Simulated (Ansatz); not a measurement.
Runs of Ansatz 0.2.0 on SnTe. It takes space group Fm-3m (No. 225, cubic). Conventional cell: a = 6.302 Å, b = 6.302 Å, c = 6.302 Å, α = 90.00°, β = 90.00°, γ = 90.00°. Te (site symmetry m-3m) has 6 Sn at 3.15 Å as nearest neighbours. Sn (site symmetry m-3m) is surrounded by 6 Te at 3.15 Å. 

```tsv
task	level	cell	points for each segment of the path	gap on the mesh (eV)	pressure (GPa)	relaxed volume (Å³/atom)
relaxation of cell and atoms	PBEsol0	relaxed	-	0.56	0.0	30.41
band structure	B3LYP	as given	4	(b)	(a)	-
relaxation of cell and atoms	B3LYP	relaxed	-	1.02	0.0	34.78
band structure	HSE06	as given	4	-	1.1	-
```

Alike in all rows: potentials or basis Ansatz PAW; no spin polarisation; k mesh 4 × 4 × 4; cutoff (eV) 420; smearing fermi-dirac 0.05 eV; the mesh is coarse, so values aren't converged.

Problem. Fill in the values left out.

Solution. (a) 5.0; (b) 0.71.

Caveats: all runs use coarse meshes; spin-orbit coupling is left out, which moves the levels of the heavy elements; the PAW data sets come from PBE, with cores solved anew for the run's functional, which leaves a small shift of forces and pressure; the plane-wave basis is chosen anew once the cell has moved, so the energies of steps on either side of that aren't comparable (some runs); the thresholds are loose for stress (some runs); the volume moved by +11 % from the deposited cell, more than functionals usually miss (some runs).

A k mesh can miss the band edges, and the runs leave out spin-orbit coupling on Sn, Te.
